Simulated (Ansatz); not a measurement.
# Cu3N: molecular dynamics by PAW and LAPW

Aim: follow Cu3N in time (20 steps of 3 fs under a Langevin thermostat at 500 K) with PAW and LAPW. Both runs start alike, so that frozen cores can be judged against all electrons.

The COD entry's cell or inner coordinates are ideal or old and differ from later refinements, so a difference from it is no clean test against experiment.

All numbers below are computed with Ansatz 0.2.0 (DFT PBEsol, scalar-relativistic).

## 1. The structure to begin with

The cell holds 4 atoms (Cu3N): a = 3.807 Å, b = 3.807 Å, c = 3.807 Å, α = 90.00°, β = 90.00°, γ = 90.00°.

Structure file:

```
Cu N
1.0
     3.80700    0.00000    0.00000
     0.00000    3.80700    0.00000
     0.00000    0.00000    3.80700
Cu N
3 1
Cartesian
  1.9035 0.0000 0.0000
  0.0000 1.9035 0.0000
  0.0000 0.0000 1.9035
  0.0000 0.0000 0.0000
```

The cell comes from a crystallographic database entry that wasn't checked; take it as a given geometry, which may be far from equilibrium.

## 2. Frozen-core PAW

File input.yaml:

```yaml
crystal:
  lattice:
    - [3.807, 0.0, 0.0]
    - [0.0, 3.807, 0.0]
    - [0.0, 0.0, 3.807]
  atoms:
    - { symbol: Cu, position: [0.5, 0.0, 0.0] }
    - { symbol: Cu, position: [0.0, 0.5, 0.0] }
    - { symbol: Cu, position: [0.0, 0.0, 0.5] }
    - { symbol: "N", position: [0.0, 0.0, 0.0] }
kpoints:
  mp_grid: { grid: [5, 5, 5] }
scf:
  occupations: { method: fermi_dirac, width: 0.08 }
hamiltonian:
  xc: pbesol
  pseudopotentials: { kind: paw }
output:
  forces: true
  stress: true
md:
  timestep: 3.0
  n_steps: 20
  ensemble: nvt_langevin
  temperature: 500
  initial_velocities: maxwell_boltzmann
  seed: 629037
```

Run with:

```console
$ ansatz run input.yaml --threads 2 --pin off --max-ram 6144MiB --backend cpu --events-out ev --progress --plain --runs-dir out
```

## 5. Full-potential LAPW

input.yaml, as its differences from that of step 2:

```diff
@@ -16,3 +16,3 @@
   xc: pbesol
-  pseudopotentials: { kind: paw }
+  pseudopotentials: { kind: all_electron, lapw: { basis_error: 0.001 } }
 output:
```

(Steps that only read results are left out.)

Before running it: what results should come out? Wanted: PAW: temperature, first and last step; PAW: temperature, second half; PAW: potential energy, second half; PAW: mean square displacement, second half; LAPW: temperature, first and last step; LAPW: temperature, second half; LAPW: potential energy, second half; LAPW: mean square displacement, second half.

The runs gave:

| quantity | value |
| --- | --- |
| PAW: length | 20 steps of 3 fs |
| PAW: temperature, first and last step | 375 and 285 K |
| PAW: temperature, second half | mean 297 K, from 235 to 390 K |
| PAW: potential energy, second half | +32 meV/atom from this run's first step |
| PAW: mean square displacement, second half | Cu 0.026, N 0.009 Å² |
| LAPW: length | 20 steps of 3 fs |
| LAPW: temperature, first and last step | 375 and 285 K |
| LAPW: temperature, second half | mean 297 K, from 235 to 390 K |
| LAPW: potential energy, second half | +32 meV/atom from this run's first step |
| LAPW: mean square displacement, second half | Cu 0.026, N 0.009 Å² |

Against a set 500 K the second half averages 297 K with a spread of 55 K (in equilibrium 4 atoms would scatter by about 204 K, over a far longer run); 32 meV/atom has gone into potential energy, and a thermostat that acts over some 100 fs has not made it up in 60 fs. No atom gets farther than 0.24 Å from its start, with the drift of the whole removed, against a typical distance of 1.9 Å between sites at the start. A run of 60 fs with 4 atoms shows the motion but fixes no equilibrium value. The price, with the outputs that each input asks for: 5.2 min for LAPW against 35 s for PAW, about 9 to one.
